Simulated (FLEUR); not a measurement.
Crystal: NiO.

```
Ni O
1.0
     0.00000    2.08590    2.08590
     2.08590    0.00000    2.08590
     2.08590    2.08590    0.00000
Ni O
1 1
Direct
  0.00000 0.00000 0.00000
  0.50000 0.50000 0.50000
```

Base run:

| Quantity | Value |
| --- | --- |
| Program | FLEUR MaX-R8.1 (later development tree) |
| Functional | PBEsol |
| Potentials or basis | all-electron |
| Basis | FLAPW |
| Kmax | 4.78 1/bohr |
| k mesh | 9 × 9 × 9 |
| Occupations | fermi-dirac, width 0.05 eV |
| Spin | collinear spin, ferromagnetic start |
| Starting moments | [1.0, 0.0] μB |
| Hubbard terms | Ni d U = 5 eV |

Its results: band gap on the k mesh 1.79 eV, indirect (least direct gap 2.54 eV); net moment 2.00 μB per cell; site moments Ni +1.75; O +0.22 μB.

Question: The run is repeated on the same cell with these changes: hubbard terms from Ni d U = 5 eV to Ni d U = 3 eV. What comes out?

Answer: Band gap on the k mesh 0.73 eV, indirect (least direct gap 1.54 eV); net moment 2.00 μB per cell; site moments Ni +1.70; O +0.27 μB.

Caveats: an odd mesh through Γ misses points on the zone boundary, where band edges often lie; a cell with one magnetic atom can't hold antiferromagnetic order, which such compounds often take.

Not every run made on this cell is shown here.
